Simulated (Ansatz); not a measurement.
**Relaxing Tl in the fcc type**

First guess:

```
CELL_PARAMETERS angstrom
0.00000 2.30654 2.30654
2.30654 0.00000 2.30654
2.30654 2.30654 0.00000
ATOMIC_POSITIONS crystal
Tl 0.00000 0.00000 0.00000
```

The calculation used DFT, PBE, PAW with Ansatz's default frozen-core files, scalar-relativistic in Ansatz 0.2.0.

Cell and atoms relax within the symmetry of the start on a 14×14×14 k mesh with 0.08 eV Fermi–Dirac smearing.

The start is built from a prototype, known or not as a phase of this compound; the cutoff is 420 eV.

Spin–orbit coupling is left out, though it moves levels of the heavy atoms by tenths of an eV or more.

What is the pressure of the first guess?

12.38 GPa.

What does it relax to?

a = 4.995 Å, b = 4.995 Å, c = 4.995 Å, α = 90.00°, β = 90.00°, γ = 90.00° (conventional cell), 31.16 Å³ per atom:
```xyz
1
Lattice="0.0000 2.4976 2.4976 2.4976 0.0000 2.4976 2.4976 2.4976 0.0000" Properties=species:S:1:pos:R:3 pbc="T T T"
Tl    0.0000    0.0000    0.0000
```

How much energy does the relaxation release?

198 meV/atom.
